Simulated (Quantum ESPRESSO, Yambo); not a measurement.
# Beyond one shot: CdS (Hawleyite), part 2 of 2

How far does self-consistency move the gap of CdS (Hawleyite)?

Quantum ESPRESSO 7.5 and Yambo 5.3.0; PBE and many-body steps on it, plane waves. Known limits of the many-body steps: not at the basis limit; no spin-orbit coupling; coarse k mesh.

So far. Step 5 (evGW0, cycle 1): Against G0W0 in Yambo (4×4×4 mesh, 125 bands, screening to 163.3 eV, Godby-Needs plasmon pole), the gap moves by +0.108 eV. Step 6 (evGW0, cycle 2): Against the cycle before, the gap moves by +0.013 eV.

## 7. evGW0, cycle 3

Level of this step: evGW0 on PBE, plane waves, norm-conserving pseudopotentials (Yambo).

File gw4.in:

```
HF_and_locXC
gw0
dyson
ppa
em1d
rim_cut
RandQpts= 1000000
RandGvec= 1 RL
EXXRLvcs= 94 Ry
VXCRLvcs= 376 Ry
Chimod= "HARTREE"
% BndsRnXp
 1 | 125 |
%
NGsBlkXp= 12 Ry
% LongDrXp
 1 | 1 | 1 |
%
% GbndRnge
 1 | 125 |
%
DysSolver= "n"
ExtendOut
PPAPntXp= 27.21138 eV
% QPkrange
 1 | 8 | 5 | 17 |
%
GfnQPdb= "E < ./gw3_fix/ndb.QP"
```

Started as:

```console
$ OMP_NUM_THREADS=1 mpirun -n 4 yambo -F gw4.in -J gw4,gw1_W -C gw4 > gw4.log
```

What it wrote:

```text
 Yambo, version 5.3.0

 [02] CORE Variables Setup
 =========================

  [... cell, symmetries and grids as in the set-up ...]

  [02.05] Energies & Occupations
  ==============================

  [X] === General ===
  [X] Electronic Temperature                        :  0.000000  0.000000 [eV K]
  [X] Bosonic    Temperature                        :  0.000000  0.000000 [eV K]
  [X] Finite Temperature mode                       : no
  [X] El. density                                   :  0.52403E+24 [cm-3]
[...]
Sx RL components                                 :   5161

   QP @ state[ 1 ] K range                          :   1   8
   QP @ state[ 1 ] b range                          :   5  17
   GF energies kind                                 : Perdew, Burke & Ernzerhof(X)+Perdew, Burke & Ernzerhof(C)+ E < ./gw1/ndb.QP + @E Fit+ E < ./gw2_fix/
   GF WF`s kind                                     : Perdew, Burke & Ernzerhof(X)+Perdew, Burke & Ernzerhof(C)
   Xs energies kind                                 : Perdew, Burke & Ernzerhof(X)+Perdew, Burke & Ernzerhof(C)
   Xs WF`s kind                                     : Perdew, Burke & Ernzerhof(X)+Perdew, Burke & Ernzerhof(C)

 [13] Game Over & Game summary
```

The job ended after 11 min (4 MPI ranks of Arm Neoverse V1, shared host; peak memory 2 GiB).

This step gave:

- quasiparticle gap on the mesh: 2.251 eV
- gap of the density functional on the mesh: 1.145 eV
- k of the valence top: 0, 0, 0
- k of the conduction bottom: 0, 0, 0
- least direct quasiparticle gap on the computed points: 2.251 eV

Against the cycle before, the gap moves by +0.002 eV.

The program's own table gives 2.441 eV, which is too large where the input levels are shifted: this version takes Σc at the unshifted level E₀, yet steps from the shifted one. The value above is the Newton step from E₀, E₀ + Z(Σc + Σx − Vxc), rebuilt from the printed columns.

## 8. evGW, cycle 1

This step: evGW on PBE, plane waves, norm-conserving pseudopotentials.

gw5.in, as its differences from gw4.in of step 7:

```diff
@@ -27,2 +27,3 @@
 %
-GfnQPdb= "E < ./gw3_fix/ndb.QP"
+GfnQPdb= "E < ./gw1/ndb.QP"
+XfnQPdb= "E < ./gw1/ndb.QP"
```

Started as:

```console
$ OMP_NUM_THREADS=1 mpirun -n 4 yambo -F gw5.in -J gw5 -C gw5 > gw5.log
```

What it wrote:

```text
 Yambo, version 5.3.0

 [02] CORE Variables Setup
 =========================

  [... cell, symmetries and grids as in the set-up ...]

  [02.05] Energies & Occupations
  ==============================

  [X] === General ===
  [X] Electronic Temperature                        :  0.000000  0.000000 [eV K]
  [X] Bosonic    Temperature                        :  0.000000  0.000000 [eV K]
  [X] Finite Temperature mode                       : no
  [X] El. density                                   :  0.52403E+24 [cm-3]
[...]
Sx RL components                                 :   5161

   QP @ state[ 1 ] K range                          :   1   8
   QP @ state[ 1 ] b range                          :   5  17
   GF energies kind                                 : Perdew, Burke & Ernzerhof(X)+Perdew, Burke & Ernzerhof(C)+ E < ./gw1/ndb.QP + @E Fit
   GF WF`s kind                                     : Perdew, Burke & Ernzerhof(X)+Perdew, Burke & Ernzerhof(C)
   Xs energies kind                                 : Perdew, Burke & Ernzerhof(X)+Perdew, Burke & Ernzerhof(C)
   Xs WF`s kind                                     : Perdew, Burke & Ernzerhof(X)+Perdew, Burke & Ernzerhof(C)

 [15] Game Over & Game summary
```

It took 12 min on 4 MPI ranks; peak memory 2.1 GiB; 50 min of CPU time.

This step gave:

| Property | Result |
| --- | --- |
| quasiparticle gap on the mesh | 2.424 eV |
| gap of the density functional on the mesh | 1.145 eV |
| k of the valence top | 0, 0, 0 |
| k of the conduction bottom | 0, 0, 0 |
| least direct quasiparticle gap on the computed points | 2.424 eV |

Against G0W0 in Yambo (4×4×4 mesh, 125 bands, screening to 163.3 eV, Godby-Needs plasmon pole), the gap moves by +0.295 eV.

The program's own table gives 2.582 eV, which is too large where the input levels are shifted: this version takes Σc at the unshifted level E₀, yet steps from the shifted one. The value above is the Newton step from E₀, E₀ + Z(Σc + Σx − Vxc), rebuilt from the printed columns.

## 9. evGW, cycle 2

gw6.in, as its differences from gw5.in of step 8:

```diff
@@ -27,3 +27,3 @@
 %
-GfnQPdb= "E < ./gw1/ndb.QP"
-XfnQPdb= "E < ./gw1/ndb.QP"
+GfnQPdb= "E < ./gw5_fix/ndb.QP"
+XfnQPdb= "E < ./gw5_fix/ndb.QP"
```

Started as:

```console
$ OMP_NUM_THREADS=1 mpirun -n 4 yambo -F gw6.in -J gw6 -C gw6 > gw6.log
```

What it wrote:

```text
 Yambo, version 5.3.0

 [02] CORE Variables Setup
 =========================

  [... cell, symmetries and grids as in the set-up ...]

  [02.05] Energies & Occupations
  ==============================

  [X] === General ===
  [X] Electronic Temperature                        :  0.000000  0.000000 [eV K]
  [X] Bosonic    Temperature                        :  0.000000  0.000000 [eV K]
  [X] Finite Temperature mode                       : no
  [X] El. density                                   :  0.52403E+24 [cm-3]
[...]
Sx RL components                                 :   5161

   QP @ state[ 1 ] K range                          :   1   8
   QP @ state[ 1 ] b range                          :   5  17
   GF energies kind                                 : Perdew, Burke & Ernzerhof(X)+Perdew, Burke & Ernzerhof(C)+ E < ./gw1/ndb.QP + @E Fit+ E < ./gw5_fix/
   GF WF`s kind                                     : Perdew, Burke & Ernzerhof(X)+Perdew, Burke & Ernzerhof(C)
   Xs energies kind                                 : Perdew, Burke & Ernzerhof(X)+Perdew, Burke & Ernzerhof(C)
   Xs WF`s kind                                     : Perdew, Burke & Ernzerhof(X)+Perdew, Burke & Ernzerhof(C)

 [15] Game Over & Game summary
```

The job ended after 13 min (4 MPI ranks; peak memory 2.1 GiB; 51 min of CPU time).

Numbers from this step:

| Property | Result |
| --- | --- |
| quasiparticle gap on the mesh | 2.510 eV |
| gap of the density functional on the mesh | 1.145 eV |
| k of the valence top | 0, 0, 0 |
| k of the conduction bottom | 0, 0, 0 |
| least direct quasiparticle gap on the computed points | 2.510 eV |

Against the cycle before, the gap moves by +0.087 eV.

The program's own table gives 2.707 eV, which is too large where the input levels are shifted: this version takes Σc at the unshifted level E₀, yet steps from the shifted one. The value above is the Newton step from E₀, E₀ + Z(Σc + Σx − Vxc), rebuilt from the printed columns.

## 10. evGW, cycle 3

gw7.in, as its differences from gw6.in of step 9:

```diff
@@ -27,3 +27,3 @@
 %
-GfnQPdb= "E < ./gw5_fix/ndb.QP"
-XfnQPdb= "E < ./gw5_fix/ndb.QP"
+GfnQPdb= "E < ./gw6_fix/ndb.QP"
+XfnQPdb= "E < ./gw6_fix/ndb.QP"
```

Started as:

```console
$ OMP_NUM_THREADS=1 mpirun -n 4 yambo -F gw7.in -J gw7 -C gw7 > gw7.log
```

What it wrote:

```text
 Yambo, version 5.3.0

 [02] CORE Variables Setup
 =========================

  [... cell, symmetries and grids as in the set-up ...]

  [02.05] Energies & Occupations
  ==============================

  [X] === General ===
  [X] Electronic Temperature                        :  0.000000  0.000000 [eV K]
  [X] Bosonic    Temperature                        :  0.000000  0.000000 [eV K]
  [X] Finite Temperature mode                       : no
  [X] El. density                                   :  0.52403E+24 [cm-3]
[...]
Sx RL components                                 :   5161

   QP @ state[ 1 ] K range                          :   1   8
   QP @ state[ 1 ] b range                          :   5  17
   GF energies kind                                 : Perdew, Burke & Ernzerhof(X)+Perdew, Burke & Ernzerhof(C)+ E < ./gw1/ndb.QP + @E Fit+ E < ./gw5_fix/
   GF WF`s kind                                     : Perdew, Burke & Ernzerhof(X)+Perdew, Burke & Ernzerhof(C)
   Xs energies kind                                 : Perdew, Burke & Ernzerhof(X)+Perdew, Burke & Ernzerhof(C)
   Xs WF`s kind                                     : Perdew, Burke & Ernzerhof(X)+Perdew, Burke & Ernzerhof(C)

 [15] Game Over & Game summary
```

Run time: 13 min. Hardware: 4 MPI ranks; peak memory 2.1 GiB.

Numbers from this step:

```
quasiparticle gap on the mesh                         : 2.538 eV
gap of the density functional on the mesh             : 1.145 eV
k of the valence top                                  : 0, 0, 0
k of the conduction bottom                            : 0, 0, 0
least direct quasiparticle gap on the computed points : 2.538 eV
```

Against the cycle before, the gap moves by +0.027 eV.

The program's own table gives 2.745 eV, which is too large where the input levels are shifted: this version takes Σc at the unshifted level E₀, yet steps from the shifted one. The value above is the Newton step from E₀, E₀ + Z(Σc + Σx − Vxc), rebuilt from the printed columns.

## 11. evGW, cycle 4

gw8.in, as its differences from gw7.in of step 10:

```diff
@@ -27,3 +27,3 @@
 %
-GfnQPdb= "E < ./gw6_fix/ndb.QP"
-XfnQPdb= "E < ./gw6_fix/ndb.QP"
+GfnQPdb= "E < ./gw7_fix/ndb.QP"
+XfnQPdb= "E < ./gw7_fix/ndb.QP"
```

Started as:

```console
$ OMP_NUM_THREADS=1 mpirun -n 4 yambo -F gw8.in -J gw8 -C gw8 > gw8.log
```

What it wrote:

```text
 Yambo, version 5.3.0

 [02] CORE Variables Setup
 =========================

  [... cell, symmetries and grids as in the set-up ...]

  [02.05] Energies & Occupations
  ==============================

  [X] === General ===
  [X] Electronic Temperature                        :  0.000000  0.000000 [eV K]
  [X] Bosonic    Temperature                        :  0.000000  0.000000 [eV K]
  [X] Finite Temperature mode                       : no
  [X] El. density                                   :  0.52403E+24 [cm-3]
[...]
Sx RL components                                 :   5161

   QP @ state[ 1 ] K range                          :   1   8
   QP @ state[ 1 ] b range                          :   5  17
   GF energies kind                                 : Perdew, Burke & Ernzerhof(X)+Perdew, Burke & Ernzerhof(C)+ E < ./gw1/ndb.QP + @E Fit+ E < ./gw5_fix/
   GF WF`s kind                                     : Perdew, Burke & Ernzerhof(X)+Perdew, Burke & Ernzerhof(C)
   Xs energies kind                                 : Perdew, Burke & Ernzerhof(X)+Perdew, Burke & Ernzerhof(C)
   Xs WF`s kind                                     : Perdew, Burke & Ernzerhof(X)+Perdew, Burke & Ernzerhof(C)

 [15] Game Over & Game summary
```

Wall time 13 min (4 MPI ranks); peak memory 2.1 GiB.

This step gave:

```yaml
quasiparticle_gap_on_the_mesh: 2.546 eV
gap_of_the_density_functional_on_the_mesh: 1.145 eV
k_of_the_valence_top: 0, 0, 0
k_of_the_conduction_bottom: 0, 0, 0
least_direct_quasiparticle_gap_on_the_computed_points: 2.546 eV
```

Against the cycle before, the gap moves by +0.008 eV.

The program's own table gives 2.757 eV, which is too large where the input levels are shifted: this version takes Σc at the unshifted level E₀, yet steps from the shifted one. The value above is the Newton step from E₀, E₀ + Z(Σc + Σx − Vxc), rebuilt from the printed columns.

## 12. Side by side

Times are wall times on 4 MPI ranks of Arm Neoverse V1, shared host, good to a factor of about two.

```
           run   mesh  bands  screening cutoff (eV)  DFT gap (eV)  gap on the mesh (eV)  direct (eV)    time
          G0W0  4×4×4    125                  163.3         1.145                 2.129        2.129  13 min
evGW0, cycle 1  4×4×4    125                  163.3         1.145                 2.237        2.237  11 min
evGW0, cycle 2  4×4×4    125                  163.3         1.145                 2.249        2.249  11 min
evGW0, cycle 3  4×4×4    125                  163.3         1.145                 2.251        2.251  11 min
 evGW, cycle 1  4×4×4    125                  163.3         1.145                 2.424        2.424  12 min
 evGW, cycle 2  4×4×4    125                  163.3         1.145                 2.510        2.510  13 min
 evGW, cycle 3  4×4×4    125                  163.3         1.145                 2.538        2.538  13 min
 evGW, cycle 4  4×4×4    125                  163.3         1.145                 2.546        2.546  13 min
```

## 13. Outcome

```json
{
 "G0W0": "2.129 eV",
 "evGW0, cycle 1": "2.237 eV",
 "evGW0, cycle 2": "2.249 eV",
 "evGW0, cycle 3": "2.251 eV",
 "evGW, cycle 1": "2.424 eV",
 "evGW, cycle 2": "2.510 eV",
 "evGW, cycle 3": "2.538 eV",
 "evGW, cycle 4": "2.546 eV",
 "known limits": "not at the basis limit; no spin-orbit coupling; coarse k mesh"
}
```

In words: evGW0 ends at 2.25 eV, +0.12 eV from G0W0, after 3 cycles that took 34 min beside the first screening; the last moved the gap by 0.002 eV. evGW ends at 2.55 eV, +0.42 eV from G0W0, after 4 cycles that took 50 min beside the first screening; the last moved the gap by 0.008 eV. Against experiment, by evGW, cycle 4: the gap of 2.55 eV lies +0.13 eV from the measured 2.42 eV (optical, 1995). An exciton line or allowed optical edge lies below the quasiparticle gap by the binding energy; a forbidden edge can push the onset above it. These are gaps on the mesh, at modest bands and cutoff. The calculation has static nuclei and no excitons; a measured gap holds zero-point and thermal motion, which mostly lowers it. Bands and cutoff are finite, so the gap is not at the basis limit. The miss can reach some tenths of an eV and take either sign; the mesh is an error of its own. The 4×4×4 mesh is coarse for this cell, which bears on the long-range parts of exchange and screening. The many-body steps are scalar-relativistic: spin-orbit coupling is not in them.

[Paths, hosts, dates, memory and timing lines, banners, echoed tables and standing remarks are left out of the program output.]

[Logs are printed without paths, hosts, clocks, repeated set-up lines and the standing remarks that a program may print on its own settings, such as how far it seeks lower states.]

[Runs of the session that timed out or met a known fault of the program may be left out.]

[Hosts, paths, dates, database ids (printed as entryN), source tags and the programs' standing remarks are cut or masked in the printed files.]
